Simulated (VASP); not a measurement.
# A point defect in a supercell of Gd (Gadolinium)

How easily does a point defect form in Gd (Gadolinium)? The host is relaxed first, then a supercell is run with and without the defect. The start is a cell from a database of measured crystal structures.

Main program and level: VASP 6.6.1; PBE, 4f electrons in the core; plane waves and PAW (Gd_3), in the first sound run; inputs show where later runs differ.

### 1. The host crystal

The structure is hexagonal, space group P6_3/mmc (No. 194). Conventional cell: a = 3.636 Å, b = 3.636 Å, c = 5.783 Å, α = 90.00°, β = 90.00°, γ = 120.00°. Nearest to Gd lie 12 Gd at 3.57 to 3.64 Å.

Coordinates:

```
Gd
1.0
     3.63600    0.00000    0.00000
    -1.81800    3.14887    0.00000
     0.00000    0.00000    5.78260
Gd
2
Direct
  0.66667 0.33333 0.75000
  0.33333 0.66667 0.25000
```

### 2. Relaxing the host crystal

The later steps need the crystal at this functional's own lattice; a raised cutoff keeps the stress reliable while the cell changes.

Contents of INCAR:

```
SYSTEM = Gd
PREC = Accurate
ENCUT = 350
EDIFF = 1E-06
NELM = 120
ISMEAR = 1
SIGMA = 0.15
LREAL = .FALSE.
ALGO = Normal
GGA = PE
NBANDS = 15
LASPH = .TRUE.
LORBIT = 11
LWAVE = .FALSE.
LCHARG = .FALSE.
KPAR = 4
IBRION = 2
NSW = 40
ISIF = 3
EDIFFG = -0.02
POTIM = 0.4
```

Contents of POSCAR:

```
Gd
1.0
    3.6360000000      0.0000000000      0.0000000000
   -1.8180000000      3.1488683682      0.0000000000
    0.0000000000      0.0000000000      5.7826000000
Gd
2
Direct
    0.6666666667      0.3333333333      0.7500000000
    0.3333333333      0.6666666667      0.2500000000
```

Contents of KPOINTS:

```
Automatic mesh
0
Gamma
10 10 6
0 0 0
```

PAW data sets: Gd_3 (PBE family, release 64).

Launch:

```
mpirun -np 4 vasp_std
```

Output:

```text
[banner, memory and clock lines left out]
running    4 mpi-ranks, on    1 nodes
 distrk:  each k-point on    1 cores,    4 groups
 distr:  one band on    1 cores,    1 groups

 POSCAR found type information on POSCAR Gd
 POSCAR found :  1 types and       2 ions
 LDA part: xc-table for (Slater+PW92), standard interpolation
 POSCAR, INCAR and KPOINTS ok, starting setup
 FFT: planning ... GRIDC
 FFT: planning ... GRID_SOFT
 FFT: planning ... GRID
 WAVECAR not read
 entering main loop
       N       E                     dE             d eps       ncg     rms          rms(c)
DAV:   1     0.333681160538E+02    0.33368E+02   -0.71235E+03  1680   0.788E+02
DAV:   2    -0.793572696894E+01   -0.41304E+02   -0.39972E+02  2065   0.184E+02
DAV:   3    -0.913583408836E+01   -0.12001E+01   -0.11510E+01  2331   0.211E+01
DAV:   4    -0.915215924477E+01   -0.16325E-01   -0.16280E-01  2082   0.275E+00
DAV:   5    -0.915257817567E+01   -0.41893E-03   -0.41886E-03  2593   0.302E-01    0.226E+01
DAV:   6    -0.915304405891E+01   -0.46588E-03   -0.21060E-02  1918   0.101E+00    0.135E+01
DAV:   7    -0.916123293580E+01   -0.81889E-02   -0.38352E-02  2037   0.136E+00    0.208E-01
DAV:   8    -0.916088888781E+01    0.34405E-03   -0.21907E-03  2324   0.313E-01    0.549E-02
DAV:   9    -0.916089645926E+01   -0.75715E-05   -0.20201E-04  2111   0.912E-02    0.319E-02
DAV:  10    -0.916089152115E+01    0.49381E-05   -0.25389E-05  2330   0.313E-02    0.364E-02
DAV:  11    -0.916089301099E+01   -0.14898E-05   -0.31794E-06  2128   0.112E-02    0.164E-03
DAV:  12    -0.916089325142E+01   -0.24043E-06   -0.25303E-07  1771   0.345E-03
   1 F= -.91608933E+01 E0= -.91605681E+01  d E =-.916089E+01
 curvature:   0.00 expect dE= 0.000E+00 dE for cont linesearch  0.000E+00
 trial: gam= 0.00000 g(F)=  0.291E-48 g(S)=  0.173E-02 ort = 0.000E+00 (trialstep = 0.100E+01)
 search vector abs. value=  0.173E-02
 bond charge predicted
       N       E                     dE             d eps       ncg     rms          rms(c)
DAV:   1    -0.916534512324E+01   -0.44521E-02   -0.12250E-01  1708   0.225E+00    0.324E-01
DAV:   2    -0.916316387820E+01    0.21812E-02   -0.35230E-03  2247   0.417E-01    0.151E-01
DAV:   3    -0.916218853886E+01    0.97534E-03   -0.14314E-03  2135   0.255E-01    0.670E-02
DAV:   4    -0.916215882388E+01    0.29715E-04   -0.20587E-04  2473   0.968E-02    0.497E-02
DAV:   5    -0.916216661911E+01   -0.77952E-05   -0.18144E-05  2258   0.242E-02    0.102E-02
DAV:   6    -0.916216506418E+01    0.15549E-05   -0.10875E-06  1726   0.676E-03    0.294E-03
DAV:   7    -0.916216478543E+01    0.27875E-06   -0.33182E-07  1281   0.416E-03
   2 F= -.91621648E+01 E0= -.91619202E+01  d E =-.127153E-02
[...]
3 F= -.91625232E+01 E0= -.91623249E+01  d E =-.162992E-02
 curvature:  -0.94 expect dE=-0.447E-03 dE for cont linesearch -0.175E-07
 trial: gam= 0.27249 g(F)=  0.135E-48 g(S)=  0.478E-03 ort = 0.570E-05 (trialstep = 0.117E+01)
 search vector abs. value=  0.610E-03
 bond charge predicted
       N       E                     dE             d eps       ncg     rms          rms(c)
DAV:   1    -0.916461236880E+01   -0.20889E-02   -0.59816E-02  1701   0.160E+00    0.217E-01
DAV:   2    -0.916340897712E+01    0.12034E-02   -0.19885E-03  2191   0.312E-01    0.116E-01
DAV:   3    -0.916291282326E+01    0.49615E-03   -0.73035E-04  2065   0.177E-01    0.506E-02
DAV:   4    -0.916288220179E+01    0.30621E-04   -0.13284E-04  2545   0.768E-02    0.312E-02
DAV:   5    -0.916288010329E+01    0.20985E-05   -0.89319E-06  2213   0.171E-02    0.497E-03
DAV:   6    -0.916288028227E+01   -0.17898E-06   -0.50343E-07  1442   0.445E-03
   4 F= -.91628803E+01 E0= -.91627651E+01  d E =-.357107E-03
 trial-energy change:   -0.000357  1 .order   -0.000364   -0.000563   -0.000166
 step:   1.7631(harm=  1.6651)  dis= 0.00000  next Energy=    -9.162921 (dE=-0.398E-03)
 reached required accuracy - stopping structural energy minimisation
```

It took 11 s on 4 MPI ranks of AMD EPYC 9R45, shared host; peak memory 0.59 GiB; 41 s of CPU time.

Lines that name or quote the potential files are left out of all logs, and their timing lines are given in words.

OUTCAR, selected parts (step 2):

```text
ion  position               nearest neighbor table
   1  0.667  0.333  0.750-   2 3.57   2 3.57   2 3.57   2 3.57   2 3.57   2 3.57
   2  0.333  0.667  0.250-   1 3.57   1 3.57   1 3.57   1 3.57   1 3.57   1 3.57

  LATTYP: Found a hexagonal cell.
 ALAT       =     3.6360000000
 C/A-ratio  =     1.5903740374

 Subroutine GETGRP returns: Found 24 space group operations
 (whereof 12 operations were pure point group operations)

The static configuration has the point symmetry D_3d.
 The point group associated with its full space group is D_6h.

 Found     56 irreducible k-points:

   k-points           NKPTS =     56   k-points in BZ     NKDIM =     56   number of bands    NBANDS=     15

   dimension x,y,z NGX =    24 NGY =   24 NGZ =   36
   dimension x,y,z NGXF=    48 NGYF=   48 NGZF=   72

   ENCUT  =  350.0 eV  25.72 Ry    5.07 a.u.   5.55  5.55  8.82*2*pi/ulx,y,z

   NELECT =      18.0000    total number of electrons

 k-points in reciprocal lattice and weights: Automatic mesh
   0.00000000  0.00000000  0.00000000       0.002
   0.10000000  0.00000000  0.00000000       0.010
   0.20000000  0.00000000  0.00000000       0.010
   0.30000000  0.00000000  0.00000000       0.010
   0.40000000  0.00000000  0.00000000       0.010
   0.50000000  0.00000000  0.00000000       0.005
   0.10000000  0.10000000  0.00000000       0.010
   0.20000000  0.10000000  0.00000000       0.020
   0.30000000  0.10000000  0.00000000       0.020
[...]
0.40000000  0.20000000  0.50000000       0.010
   0.30000000  0.30000000  0.50000000       0.010

 average (electrostatic) potential at core
       1 -36.4578       2 -36.4578

 E-fermi :   3.2634

 k-point     1 :       0.0000    0.0000    0.0000
  band No.  band energies     occupation
    ...
      4     -18.3155      2.00000
      5     -18.3155      2.00000
      6     -18.2590      2.00000
      7      -1.4931      2.00000
      8       1.1592      2.00000
      9       4.7583     -0.00000
     10       4.8992     -0.00000
     11       4.8992     -0.00000
     12       5.2640     -0.00000
     13       5.5922     -0.00000
    ...

 k-point     2 :       0.1000    0.0000    0.0000
  band No.  band energies     occupation
    ...
      4     -18.3672      2.00000
      5     -18.3217      2.00000
      6     -18.2705      2.00000
      7      -1.2560      2.00000
      8       1.3836      2.00000
      9       4.4013     -0.00000
     10       4.4093     -0.00000
     11       5.1253     -0.00000
     12       5.3328     -0.00000
     13       5.6404     -0.00000
    ...

 k-point     3 :       0.2000    0.0000    0.0000
  band No.  band energies     occupation
    ...
      4     -18.4959      2.00000
      5     -18.3393      2.00000
      6     -18.3051      2.00000
      7      -0.6015      2.00000
      8       1.9211      2.00000
      9       3.6482     -0.00172
     10       3.7493     -0.00005
     11       4.8513     -0.00000
     12       5.3951     -0.00000
     13       5.3998     -0.00000
    ...

  Total        0.0327719      0.0327719      0.0062407      0.0000000      0.0000000      0.0000000
  in kB        0.7970151      0.7970151      0.1517740      0.0000000      0.0000000      0.0000000
  external PRESSURE =       0.5819347 kB  Pullay stress =       0.0000000 kB

  energy-cutoff  :      350.00
  volume of cell :       65.88
      direct lattice vectors                 reciprocal lattice vectors
     3.649181581  0.000000000  0.000000000     0.274034048  0.158213631 -0.000000000
    -1.824590791  3.160283953 -0.000000000    -0.000000000  0.316427263  0.000000000
     0.000000000  0.000000000  5.712463720    -0.000000000  0.000000000  0.175055816

 POSITION                                       TOTAL-FORCE (eV/Angst)
 -----------------------------------------------------------------------------------
      1.82459      1.05343      4.28435         0.000000      0.000000      0.000000
     -0.00000      2.10686      1.42812        -0.000000     -0.000000      0.000000
 -----------------------------------------------------------------------------------
    total drift:                                0.000000     -0.000000      0.000000

  FREE ENERGIE OF THE ION-ELECTRON SYSTEM (eV)
  ---------------------------------------------------
  free  energy   TOTEN  =        -9.1628802823 eV

  energy  without entropy=       -9.1625346734  energy(sigma->0) =       -9.16276508

 reached required accuracy - stopping structural energy minimisation

 total charge
# of ion       s       p       d       tot
------------------------------------------
    1        0.354   6.239   1.106   7.700
    2        0.354   6.239   1.106   7.700
--------------------------------------------------
tot          0.709  12.478   2.213  15.400

[... 3 further parts left out ...]
```

The data set Gd_3 holds the 4f electrons frozen in the core, so no f bands or f moments appear. The k-mesh is coarse for a metal. The run keeps the 24 symmetry operations of its start, so it cannot find a distortion of lower symmetry.

Relaxation path:

```
step  energy less that of the first step (eV)  largest force (eV/Å)  pressure (GPa)  volume (Å³)
   1                                   0.0000                0.0000           -0.20        66.21
   2                                  -0.0013                0.0000            0.01        65.89
   3                                  -0.0016                0.0000            0.20        65.62
   4                                  -0.0020                0.0000            0.06        65.88
```

```
conventional cell, symmetrised  before  after  change
                         a (Å)   3.636  3.649  +0.4 %
                         b (Å)   3.636  3.649  +0.4 %
                         c (Å)   5.783  5.712  -1.2 %
              volume (Å³/atom)   33.10  32.94  -0.5 %
```

Final coordinates:

```
Gd
1.0
     3.64918    0.00000    0.00000
    -1.82459    3.16028    0.00000
     0.00000    0.00000    5.71246
Gd
2
Direct
  0.66667 0.33333 0.75000
  0.33333 0.66667 0.25000
```

Numbers from this step:

```yaml
electronic_cycles: 32
electrons: 18
free_energy_toten: -9.163 eV
energy_at_zero_smearing: -9.163 eV
fermi_energy: 3.263 eV
labelled_metallic_from_the_levels_on_this_mesh: yes
```

The run ended after 4 ionic steps, 0.002 eV below its first step, once forces and stress met EDIFFG = -0.02.

(Part 1 of 3 ends here.)

[Lines on the potential files, build, host, timing and source positions are cut from VASP's logs without a mark.]

[Logs are printed without paths, hosts, clocks, repeated set-up lines and the standing remarks that a program may print on its own settings, such as how far it seeks lower states.]

[Hosts, paths, dates, database ids (printed as entryN), source tags and the programs' standing remarks are cut or masked in the printed files.]

[In band tables of VASP the shares of atoms and orbitals are scaled to a sum of 1 inside the atoms' spheres.]

[Runs that stopped without an error message from VASP are left out.]
